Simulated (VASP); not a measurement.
MgO in VASP 6.6.1, single-point calculation

INCAR

```
PREC = Accurate
NBANDS = 11
LWAVE = .FALSE.
ISIF = 2
IVDW = 12
SIGMA = 0.02
IMIX = 1
LASPH = .TRUE.
ENCUT = 520
NELM = 120
IBRION = -1
GGA = PE
ISMEAR = -1
NSW = 0
LREAL = .FALSE.
AMIX = 0.1
LCHARG = .FALSE.
EDIFF = 1E-7
```

KPOINTS

```
KPOINTS created by Atomic Simulation Environment
0
Gamma
10 10 10
0 0 0
```

POSCAR

```
Mg O
 1.0000000000000000
     2.6891951916000001    0.0000000000000000    0.0000000000000000
     0.0000000000000000    2.6891951916000001    0.0000000000000000
     0.0000000000000000    0.0000000000000000    2.6233491285000001
 Mg  O
   1   1
Cartesian
  0.0000000000000000  0.0000000000000000  0.0000000000000000
  1.3445975958000000  1.3445975958000000  1.3116745642500001
```

The recommended PBE PAW datasets give the neutral cell 8 valence electrons.

Command

```
mpirun -np 1 vasp_std
```

OSZICAR

```
N       E                     dE             d eps       ncg     rms          rms(c)
DAV:   1     0.136055770683E+02    0.13606E+02   -0.46170E+03  3196   0.646E+02
DAV:   2    -0.115010856914E+02   -0.25107E+02   -0.24390E+02  3258   0.130E+02
DAV:   3    -0.120394025072E+02   -0.53832E+00   -0.53791E+00  3194   0.164E+01
DAV:   4    -0.120405018523E+02   -0.10993E-02   -0.10993E-02  3041   0.873E-01
DAV:   5    -0.120405049481E+02   -0.30957E-05   -0.30957E-05  3242   0.450E-02    0.704E+00
DAV:   6    -0.113371251106E+02    0.70338E+00   -0.54381E-01  2880   0.399E+00    0.517E+00
DAV:   7    -0.109421855872E+02    0.39494E+00   -0.31869E-01  2850   0.313E+00    0.383E+00
DAV:   8    -0.107198390675E+02    0.22235E+00   -0.16760E-01  2916   0.216E+00    0.291E+00
DAV:   9    -0.105931106378E+02    0.12673E+00   -0.94802E-02  2871   0.163E+00    0.229E+00
DAV:  10    -0.105194698927E+02    0.73641E-01   -0.49759E-02  2874   0.114E+00    0.187E+00
...
DAV:  59    -0.103848308179E+02    0.47362E-06   -0.51072E-08  1731   0.225E-03    0.122E-02
DAV:  60    -0.103848304349E+02    0.38297E-06   -0.41589E-08  1559   0.204E-03    0.110E-02
DAV:  61    -0.103848301253E+02    0.30959E-06   -0.33994E-08  1512   0.185E-03    0.996E-03
DAV:  62    -0.103848298750E+02    0.25030E-06   -0.27856E-08  1467   0.168E-03    0.901E-03
DAV:  63    -0.103848296727E+02    0.20229E-06   -0.22826E-08  1446   0.152E-03    0.815E-03
DAV:  64    -0.103848295092E+02    0.16345E-06   -0.18774E-08  1431   0.137E-03    0.738E-03
DAV:  65    -0.103848293772E+02    0.13205E-06   -0.15440E-08  1440   0.125E-03    0.668E-03
DAV:  66    -0.103848292705E+02    0.10665E-06   -0.12701E-08  1419   0.113E-03    0.605E-03
DAV:  67    -0.103848291845E+02    0.86064E-07   -0.10451E-08  1410   0.103E-03
   1 F= -.10963156E+02 E0= -.10963156E+02  d E =-.308576E-13
```

From OUTCAR

```
k-points           NKPTS =    126   k-points in BZ     NKDIM =    126   number of bands    NBANDS=     11

   NELECT =       8.0000    total number of electrons

   dimension x,y,z NGX =    20 NGY =   20 NGZ =   20
   dimension x,y,z NGXF=    40 NGYF=   40 NGZF=   40

  energy-cutoff  :      520.00
  volume of cell :       18.97
      direct lattice vectors                 reciprocal lattice vectors
     2.689195192  0.000000000  0.000000000     0.371858466  0.000000000  0.000000000
     0.000000000  2.689195192  0.000000000     0.000000000  0.371858466  0.000000000
     0.000000000  0.000000000  2.623349129     0.000000000  0.000000000  0.381192114

 k-points in reciprocal lattice and weights: KPOINTS created by Atomic Simulation Env
   0.00000000  0.00000000  0.00000000       0.001
   0.10000000  0.00000000  0.00000000       0.004
   0.20000000  0.00000000  0.00000000       0.004
   0.30000000  0.00000000  0.00000000       0.004
   0.40000000  0.00000000  0.00000000       0.004
   0.50000000  0.00000000  0.00000000       0.002
   0.10000000  0.10000000  0.00000000       0.004
   0.20000000  0.10000000  0.00000000       0.008
   ...

 E-fermi :   5.3253

 k-point     1 :       0.0000    0.0000    0.0000
  band No.  band energies     occupation
      1     -13.5875      2.00000
      2       3.5860      2.00000
      3       3.5860      2.00000
      4       3.9546      2.00000
      5       6.8280      0.00000
      6      14.8183      0.00000
      7      15.2909      0.00000
      8      24.1064      0.00000
      9      24.1064      0.00000
     10      24.8454      0.00000
     11      31.1114      0.00000

 k-point     2 :       0.1000    0.0000    0.0000
  band No.  band energies     occupation
      1     -13.4975      2.00000
      2       2.7513      2.00000
      3       3.6246      2.00000
      4       3.9905      2.00000
      5       7.4744      0.00000
      6      15.0090      0.00000
      7      15.4592      0.00000
      8      23.9182      0.00000
      9      24.3035      0.00000
     10      24.6974      0.00000
     11      30.3287      0.00000

 k-point     3 :       0.2000    0.0000    0.0000
  band No.  band energies     occupation
      1     -13.2506      2.00000
      2       1.2143      2.00000
      3       3.7276      2.00000
      4       4.0863      2.00000
      5       8.5988      0.00000
      6      15.2292      0.00000
      7      15.9793      0.00000
      8      23.3800      0.00000
      9      24.2618      0.00000
     10      25.1703      0.00000
     11      28.7377      0.00000

 k-point     4 :       0.3000    0.0000    0.0000
  band No.  band energies     occupation
      1     -12.9157      2.00000
      2      -0.2414      2.00000
      3       3.8593      2.00000
      4       4.2084      2.00000
      5       9.7467      0.00000
      6      14.9007      0.00000
      7      16.9239      0.00000
      8      22.6594      0.00000
      9      23.6473      0.00000
     10      25.7109      0.00000
     11      27.0947      0.00000

 k-point     5 :       0.4000    0.0000    0.0000
  band No.  band energies     occupation
      1     -12.6147      2.00000
      2      -1.2709      2.00000
      3       3.9697      2.00000
      4       4.3104      2.00000
      5      10.8332      0.00000
      6      14.1307      0.00000
      7      18.1560      0.00000
      8      22.0601      0.00000
      9      23.1124      0.00000
     10      23.2720      0.00000
     11      27.9258      0.00000

 ...

  Total      -1.39687    -1.39687     0.41311     0.00000     0.00000     0.00000
  in kB    -117.96831  -117.96831    34.88766     0.00000     0.00000     0.00000
  external pressure =      -67.02 kB  Pullay stress =        0.00 kB

 POSITION                                       TOTAL-FORCE (eV/Angst)
 -----------------------------------------------------------------------------------
      0.00000      0.00000      0.00000         0.000000      0.000000      0.000000
      1.34460      1.34460      1.31167         0.000000      0.000000      0.000000
 -----------------------------------------------------------------------------------
    total drift:                               -0.000000      0.000000     -0.000000

  FREE ENERGIE OF THE ION-ELECTRON SYSTEM (eV)
  ---------------------------------------------------
  free  energy   TOTEN  =       -10.9631555961 eV

  energy  without entropy=      -10.9631555961  energy(sigma->0) =      -10.96315560
```

It converged. Results: gap between bands v and c on the k mesh 1.99 eV; least direct gap on the k mesh 2.87 eV; pressure -6.7 GPa. Band v is the last that the valence electrons fill when counted band by band, and c is the next.

For comparison, a separate PBE run of the intended cell, on usual settings and not on those above, gives a gap of 1.99 eV on its mesh and a pressure of -1.7 GPa.

The run above took about 34 s on one core of a shared host (Intel Xeon 6975P-C) and held 0.15 GiB at most.
